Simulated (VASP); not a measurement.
ZnO:

```
CELL_PARAMETERS angstrom
3.28797 0.00000 0.00000
-1.64398 2.84746 0.00000
0.00000 0.00000 7.13044
ATOMIC_POSITIONS crystal
Zn 0.00000 0.00000 0.25000
Zn 0.00000 0.00000 0.75000
O 0.66667 0.33333 0.75000
O 0.33333 0.66667 0.25000
```

Measurements of this composition are mostly on another form, of space group No. 186.

Base run:

```yaml
Program: VASP 6.6.1
Functional: PBEsol
Potentials_or_basis: VASP PAW PBE potentials, release 64 (Zn, O)
Cutoff: 520 eV
k_mesh: 10 × 10 × 4
Occupations: gaussian, width 0.02 eV
Spin: no spin polarisation
```

Its results: band gap on the k mesh 0.75 eV, direct.

Problem. After a change of settings the same cell gave: band gap on the k mesh 0.82 eV, direct. Which change was it?
A. functional from PBEsol to PBE
B. functional from PBEsol to r2SCAN; further incar settings from ALGO = Fast; EDIFF = 1e-07 to ALGO = Normal; EDIFF = 1e-07
C. functional from PBEsol to TB-mBJ; further incar settings from ALGO = Fast; EDIFF = 1e-07 to ALGO = Normal; EDIFF = 1e-07

Solution. A.
